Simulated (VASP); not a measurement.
# Cu (Fm-3m) in VASP: notebook

One crystal, Cu, is run at these levels: PBE; tasks: single point.

Everything below comes from runs of VASP 6.6.1. Logs are shortened: lines on timing, memory, paths and dates and some standing lists are left out, and cuts for length are marked.

## 1. The structure

It takes space group Fm-3m (No. 225, cubic). Conventional cell: a = 3.615 Å, b = 3.615 Å, c = 3.615 Å, α = 90.00°, β = 90.00°, γ = 90.00°. Cu (site symmetry m-3m) has 12 Cu at 2.56 Å as nearest neighbours.

## 2. Single point, PBE

The input, INCAR:

```
SYSTEM = Cu
  PREC = Low
  ENCUT = 460
  EDIFF = 1E-7
  ISMEAR = 1
  SIGMA = 0.1
  LREAL = .False.
  LASPH = .True.
  NELM = 100
  ALGO = Normal
  ISIF = 2
  LWAVE = .False.
  LCHARG = .False.
  GGA = PE
  NBANDS = 12
  ADDGRID = .False.
```

The input, KPOINTS:

```
regular mesh
0
Gamma
  11 11 11
  0 0 0
```

The input, POSCAR:

```
Cu
1.0
   -0.0335610000      1.7894160000      1.7776830000
    1.7981850000     -0.0227470000      1.7668690000
    1.8176490000      1.7980650000     -0.0422110000
Cu
1
Direct
    0.0167750000     -0.0332640000      0.0016970000
```

Potentials or basis: VASP PAW PBE potentials, release 64 (Cu).

The run is started by

```bash
$ cat potpaw_PBE.64/Cu/POTCAR > POTCAR
$ mpirun -np 1 vasp_std > vasp.out
```

OUTCAR:

```text
SYSTEM = Cu
   PREC = Low
   ENCUT = 460
   EDIFF = 1E-7
   ISMEAR = 1
   LREAL = .False.
   LASPH = .True.
   NELM = 100
   ISIF = 2
   GGA = PE

 Found    666 irreducible k-points:

 Following reciprocal coordinates:
            Coordinates               Weight
  0.000000  0.000000  0.000000      1.000000
  0.090909 -0.000000 -0.000000      2.000000
  0.181818 -0.000000 -0.000000      2.000000
  0.272727 -0.000000 -0.000000      2.000000
  0.363636 -0.000000 -0.000000      2.000000
  0.454545  0.000000 -0.000000      2.000000
   k-points           NKPTS =    666   k-points in BZ     NKDIM =    666   number of bands    NBANDS=     12
   number of dos      NEDOS =    301   number of ions     NIONS =      1
   total plane-waves  NPLWV =   2744
   dimension x,y,z NGX =    14 NGY =   14 NGZ =   14
   dimension x,y,z NGXF=    14 NGYF=   14 NGZF=   16
   ions per type =               1
   NGX,Y,Z   is equivalent  to a cutoff of   9.23,  9.23,  9.10 a.u.
   NGXF,Y,Z  is equivalent  to a cutoff of   9.23,  9.23, 10.40 a.u.
 SYSTEM =  Cu
   PREC   = low       normal or accurate (medium, high low for compatibility)
   ISTART =      0    job   : 0-new  1-cont  2-samecut
   ICHARG =      2    charge: 1-file 2-atom 10-const
   ISPIN  =      1    spin polarized calculation?
   LNONCOLLINEAR =      F non collinear calculations
   LSORBIT =      F    spin-orbit coupling
   LASPH  =      T    aspherical Exc in radial PAW
   ENCUT  =  460.0 eV  33.81 Ry    5.81 a.u.   4.41  4.41  4.47*2*pi/ulx,y,z
   NELM   =    100;   NELMIN=  2; NELMDL= -5     # of ELM steps
   EDIFF  = 0.1E-06   stopping-criterion for ELM
   LREAL  =      F    real-space projection
   EDIFFG = 0.1E-05   stopping-criterion for IOM
   NSW    =      0    number of steps for IOM
   IBRION =     -1    ionic relax: 0-MD 1-quasi-New 2-CG
   NFREE  =      0    steps in history (QN), initial steepest desc. (CG)
   ISIF   =      2    stress and relaxation
   ISYM   =      2    0-nonsym 1-usesym 2-fastsym
   POTIM  = 0.5000    time-step for ionic-motion
   TEBEG  =    0.0;   TEEND  =   0.0 temperature during run
   PSTRESS=    0.0 pullay stress
   NELECT =      11.0000    total number of electrons
   NUPDOWN=      -1.0000    fix difference up-down
   EMIN   =  10.00;   EMAX   =-10.00  energy-range for DOS
   EFERMI =   0.00;   METHOD = LEGACY
   ISMEAR =     1;   SIGMA  =   0.10  broadening in eV -4-tet -1-fermi 0-gaus
   EFERMI_NEDOS =   21; number of points for ismear=-14 and -15
   IALGO  =     38    algorithm
   IMIX   =      4    mixing-type and parameters
     AMIX     =   0.40;   BMIX     =  1.00
     AMIX_MAG =   1.60;   BMIX_MAG =  1.00
  volume/ion in A,a.u.               =      11.81        79.70
  Fermi-wavevector in a.u.,A,eV,Ry     =   1.598763  3.021224 34.777082  2.556043
  Thomas-Fermi vector in A             =   2.696162
   LORBIT       =      0    0 simple, 1 ext, 2 COOP (PROOUT), +10 PAW based schemes
   GGA     = PE    functional components
   LHFCALC =     F    Hartree Fock is set to
   AEXX    =    0.0000 exact exchange contribution
   IVDW    =     0    specifies the selected vdW correction
   LEPSILON=     F    determine dielectric tensor
   LRPA    =     F    only Hartree local field effects (RPA)
 non-spin polarized calculation
 Methfessel and Paxton  Order N= 1 SIGMA  =   0.10
  energy-cutoff  :      460.00
  volume of cell :       11.81
 maximum number of plane-waves:       279
   NGX =  9   NGY =  9   NGZ =  9

 number of electron      10.9999887 magnetization

 Free energy of the ion-electron system (eV)
  ---------------------------------------------------
  ext. energy  EPLUGINS =         0.00000000
  ---------------------------------------------------
  free energy    TOTEN  =        -3.72848636 eV

  energy without entropy =       -3.72854250  energy(sigma->0) =       -3.72850507

 E-fermi :   7.6898     XC(G=0): -12.7237

 val. band max:        7.6868973089   @ k =  -0.0000   0.4545   0.3636
 cond. band min:       7.6905055160   @ k =   0.4545   0.4545   0.1818
 fundamental gap:      0.0036082071
 Fermi energy:         7.6897623983

 k-point     1 :       0.0000    0.0000    0.0000
  band No.  band energies     occupation
      1      -1.7641      2.00000
      2       4.4584      2.00000
      3       4.5268      2.00000
      4       4.6658      2.00000
      5       5.3450      2.00000
      6       5.4168      2.00000
      7      30.0409      0.00000
      8      32.1038      0.00000
      9      32.6992      0.00000
     10      33.8708      0.00000
     11      34.6756      0.00000
     12      35.1708      0.00000

 k-point     2 :       0.0909   -0.0000   -0.0000
  band No.  band energies     occupation
      1      -1.4683      2.00000
      2       4.4346      2.00000
      3       4.5570      2.00000
      4       4.7006      2.00000
      5       5.3315      2.00000
      6       5.3969      2.00000
      7      27.8001      0.00000
      8      30.7110      0.00000
      9      31.8619      0.00000
     10      32.9324      0.00000
     11      35.8878      0.00000
     12      36.8663      0.00000

 k-point     3 :       0.1818   -0.0000   -0.0000
  band No.  band energies     occupation
      1      -0.6103      2.00000
      2       4.3259      2.00000
      3       4.6293      2.00000
      4       4.7820      2.00000
      5       5.3524      2.00000
      6       5.3927      2.00000
      7      23.1679      0.00000
      8      30.1916      0.00000
      9      31.0585      0.00000
     10      31.7943      0.00000
     11      36.9236      0.00000
     12      37.4754      0.00000

 k-point     4 :       0.2727   -0.0000   -0.0000
  band No.  band energies     occupation
      1       0.6758      2.00000
      2       4.2970      2.00000
      3       4.6175      2.00000
      4       4.7685      2.00000
      5       5.5058      2.00000
      6       5.5380      2.00000
      7      18.7120      0.00000
      8      29.6264      0.00000
      9      30.4281      0.00000
     10      30.8826      0.00000
     11      35.4475      0.00000
     12      35.8891      0.00000

 k-point     5 :       0.3636   -0.0000   -0.0000
  band No.  band energies     occupation
      1       1.9212      2.00000
      2       4.5285      2.00000
      3       4.6797      2.00000
      4       4.8023      2.00000
      5       5.7140      2.00000
      6       5.7894      2.00000
      7      14.7482      0.00000
      8      29.1103      0.00000
      9      29.9733      0.00000
     10      30.3309      0.00000
     11      33.7268      0.00000
     12      34.1478      0.00000

 k-point     6 :       0.4545    0.0000   -0.0000
  band No.  band energies     occupation
      1       2.4414      2.00000
      2       4.4604      2.00000
      3       4.6169      2.00000
      4       5.8604      2.00000
      5       5.9587      2.00000
      6       6.1428      2.00000
      7      11.7571      0.00000
      8      28.7628      0.00000
      9      29.7750      0.00000
     10      30.1452      0.00000
     11      32.7513      0.00000
     12      33.1798      0.00000

 [... further k-points ...]

------------------------ aborting loop because EDIFF is reached ----------------------------------------

  FORCE on cell =-STRESS in cart. coord.  units (eV):
  Direction    XX          YY          ZZ          XY          YZ          ZX
  --------------------------------------------------------------------------------------
  -------------------------------------------------------------------------------------
  Total        0.1200806      0.1090825      0.1631245      0.0361474      0.1354176      0.2238331
  in kB       16.2899036     14.7979313     22.1291600      4.9036841     18.3704991     30.3647700
  external PRESSURE =      17.7389983 kB  Pullay stress =       0.0000000 kB

 VOLUME and BASIS-vectors are now :
 -----------------------------------------------------------------------------
  energy-cutoff  :      460.00
  volume of cell :       11.81
      direct lattice vectors                 reciprocal lattice vectors
    -0.033561000  1.789416000  1.777683000    -0.268914128  0.278352052  0.277263920
     1.798185000 -0.022747000  1.766869000     0.277037260 -0.273469598  0.280504747
     1.817649000  1.798065000 -0.042211000     0.271125354  0.275680674 -0.272381618

 POSITION                                       TOTAL-FORCE (eV/Angst)
 -----------------------------------------------------------------------------------
      1.74089      0.01108      1.73784         0.000000     -0.000000     -0.000000
 -----------------------------------------------------------------------------------
    total drift:                               -0.000421      0.003722      0.003539

  FREE ENERGIE OF THE ION-ELECTRON SYSTEM (eV)
  ---------------------------------------------------
  free  energy   TOTEN  =        -3.7284863560 eV

  energy  without entropy=       -3.7285425040  energy(sigma->0) =       -3.72850507
```

Wall time 22 s (1 thread of AMD EPYC 9R45 (Zen 5), shared host); peak memory 0.14 GiB.

These settings aren't checked as converged: the numbers below hold their error.

What came out:

```
Free energy            : -3.7285 eV
Pressure               : 1.8 GPa
Band gap on the k mesh : none (metal or under the smearing width)
```

## 3. Single point, PBE

INCAR, as its differences from that of step 2:

```diff
@@ -1,3 +1,3 @@
 SYSTEM = Cu
-  PREC = Low
+  PREC = Normal
   ENCUT = 460
```

KPOINTS is that of step 2.

The input, POSCAR:

```
Cu
1.0
    0.0000000000      1.8075000000      1.8075000000
    1.8075000000      0.0000000000      1.8075000000
    1.8075000000      1.8075000000      0.0000000000
Cu
1
Direct
    0.0000000000      0.0000000000      0.0000000000
```

Potentials or basis: VASP PAW PBE potentials, release 64 (Cu).

The run is started by

```bash
$ cat potpaw_PBE.64/Cu/POTCAR > POTCAR
$ mpirun -np 1 vasp_std > vasp.out
```

It took 2.8 s on 1 thread of AMD EPYC 9R45 (Zen 5), shared host; peak memory 0.08 GiB.

These settings aren't checked as converged: the numbers below hold their error.

Results:

```yaml
Free_energy: -3.7312 eV
Pressure: 1.5 GPa
Band_gap_on_the_k_mesh: none (metal or under the smearing width)
```

## 4. Single point, PBE

INCAR is that of step 3.

KPOINTS is that of step 3.

The input, POSCAR:

```
Cu
1.0
   -0.0335610000      1.7894160000      1.7776830000
    1.7981850000     -0.0227470000      1.7668690000
    1.8176490000      1.7980650000     -0.0422110000
Cu
1
Direct
    0.0167750000     -0.0332640000      0.0016970000
```

The run is started by

```bash
$ cat potpaw_PBE.64/Cu/POTCAR > POTCAR
$ mpirun -np 1 vasp_std > vasp.out
```

Run time: 21 s. Hardware: 1 thread of AMD EPYC 9R45 (Zen 5), shared host; peak memory 0.14 GiB.

The run converged, but some of its settings lie outside the range that counts as converged, so its numbers aren't taken as properties of the crystal.

Results:

```yaml
Free_energy: -3.7264 eV
Pressure: 1.7 GPa
Band_gap_on_the_k_mesh: none (metal or under the smearing width)
```

## 5. For comparison

An earlier run on the cell as given: functional PBE; potentials or basis VASP PAW PBE potentials, release 64 (Cu); cutoff 520 eV; k mesh 13 × 13 × 13; occupations fermi-dirac, width 0.05 eV; no spin polarisation.

- Pressure: 2.2 GPa
- Band gap on the k mesh: none (metal or under the smearing width)
